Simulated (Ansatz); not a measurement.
Abridged Ansatz (a quantum-chemistry and plane-wave program) output:

```
Relaxation: its limit of steps is 50 (relax.max_steps)
Pseudopotential: La, paw, valence charge 11
Pseudopotential: Al, paw, valence charge 3
Pseudopotential: O, paw, valence charge 6
Crystal: 10 atoms, lattice volume = 102.896 Å³
Basis set: ecut = 420 eV, 1989 PW (Γ), exchange–correlation on 72×72×72 points (8 copies of the dense FFT grid, shifted against one another)
Bands: 42, of which v1, the nominal top of the filled ones, is band 32 counted from 1 (31 counted from 0)
Symmetry: 12 space group operations
k-points: 65 of 512
Functional: x = pbe(κ = 0.804, μ = 0.2195149727645171), c = pbe(β = 0.06672455060314922)
SCF iter   1: F=—  HF=-16998.387009 eV  |F-HF|=—  |Δ(HF+E_count)|=         —  Δρ=5.26e-2  dr2=3.42e0  ethr=3.10e-3  ⟨swp⟩=4.4  Hψ=10642  notcnv=0
SCF iter   2: F=—  HF=-16997.957299 eV  |F-HF|=—  |Δ(HF+E_count)|=   4.30e-1  Δρ=3.07e-2  dr2=1.12e0  ethr=3.10e-3  ⟨swp⟩=3.3  Hψ=5799  notcnv=0  defer=212
SCF 1 converged in 9 iterations: F = -16997.715517 eV  dr2 = 2.09e-10
relax step   1: F+E_penalty+E_count = -16997.71551653 eV  Δ(F+E_penalty+E_count) = +0.000e0 eV  max|allowed force component| = 1.462e-1 eV/Å  Δτ_max = 0.0000 Å  (9 SCF iters, accepted)
Crystal: 10 atoms, lattice volume = 102.896 Å³
SCF iter   1: F=—  HF=-16997.727536 eV  |F-HF|=—  |Δ(HF+E_count)|=         —  Δρ=1.59e-3  dr2=2.54e-3  ethr=3.81e-6  ⟨swp⟩=2.1  Hψ=8088  notcnv=0  defer=258
SCF iter   2: F=—  HF=-16997.727138 eV  |F-HF|=—  |Δ(HF+E_count)|=   3.99e-4  Δρ=9.44e-4  dr2=8.08e-4  ethr=3.81e-6  ⟨swp⟩=2.3  Hψ=3670  notcnv=0  defer=258
SCF 2 converged in 7 iterations: F = -16997.726944 eV  dr2 = 7.84e-11
relax step   2: F+E_penalty+E_count = -16997.72694358 eV  Δ(F+E_penalty+E_count) = -1.143e-2 eV  max|allowed force component| = 1.006e-1 eV/Å  Δτ_max = 0.0155 Å  (7 SCF iters, accepted)
Crystal: 10 atoms, lattice volume = 102.896 Å³
SCF iter   1: F=—  HF=-16997.741687 eV  |F-HF|=—  |Δ(HF+E_count)|=         —  Δρ=3.49e-3  dr2=1.17e-2  ethr=1.98e-4  ⟨swp⟩=4.0  Hψ=6519  notcnv=0  defer=283
SCF iter   2: F=—  HF=-16997.740117 eV  |F-HF|=—  |Δ(HF+E_count)|=   1.57e-3  Δρ=2.09e-3  dr2=3.89e-3  ethr=1.83e-5  ⟨swp⟩=2.0  Hψ=3564  notcnv=0  defer=280
SCF 3 converged in 7 iterations: F = -16997.739546 eV  dr2 = 7.43e-10
relax step   3: F+E_penalty+E_count = -16997.73954611 eV  Δ(F+E_penalty+E_count) = -1.260e-2 eV  max|allowed force component| = 2.642e-2 eV/Å  Δτ_max = 0.0347 Å  (7 SCF iters, accepted)
[...]
  atom   3  Al    -0.00000000     0.00000000     0.00000000
  atom   4  Al    -0.00000000     0.00000000     0.00000000
  atom   5  O     -0.00203665    -0.00000000     0.00000000
  atom   6  O      0.00101833    -0.00176379    -0.00000000
  atom   7  O      0.00101833     0.00176379     0.00000000
  atom   8  O      0.00203665     0.00000000    -0.00000000
  atom   9  O     -0.00101833     0.00176379     0.00000000
  atom  10  O     -0.00101833    -0.00176379    -0.00000000
--- Stress (GPa, compression-positive) ---
       17.100394       0.000000       0.000000
        0.000000      17.100394      -0.000000
        0.000000      -0.000000      17.789088
  P = ⅓ Tr σ = 17.3300 GPa (173.300 kbar)
--- Relaxed structure (4 steps of the walk, 4 accepted, 0 SCFs on fresh bases) ---
  atoms:
    - { symbol: La, position: [0.25, 0.25, 0.25] }
    - { symbol: La, position: [0.75, 0.75, 0.75] }
    - { symbol: Al, position: [1.9128317811285076e-19, -3.920224182945303e-20, -1.520809362833978e-19] }
    - { symbol: Al, position: [0.5, 0.5, 0.5] }
    - { symbol: O, position: [0.7758452962389604, 0.7241547037610396, 0.25000000000000006] }
    - { symbol: O, position: [0.25, 0.7758452962389604, 0.7241547037610397] }
    - { symbol: O, position: [0.7241547037610396, 0.25000000000000006, 0.7758452962389604] }
    - { symbol: O, position: [0.2241547037610397, 0.27584529623896037, 0.75] }
    - { symbol: O, position: [0.75, 0.22415470376103974, 0.27584529623896037] }
    - { symbol: O, position: [0.2758452962389604, 0.75, 0.22415470376103977] }
```

Problem. What was computed, and what are the main results?

Solution. LaAlO3, 10 atoms in the cell, with PBE (Ansatz, PAW, scalar-relativistic without spin-orbit coupling), earlier PAW set. The last SCF converged to F = -16997.740967 eV, or -1699.7741 eV per atom, at a pressure of 17.33 GPa. The total energy compares only with runs of the same code, potentials and settings.

The cells carry an imposed strain or load. Whether these cells are dynamically stable was not tested. The cell was made from LaAlO3 (space group R-3c, No. 167) by this change: isotropic strain −2.66 %.

Keys are those of Ansatz 0.2.
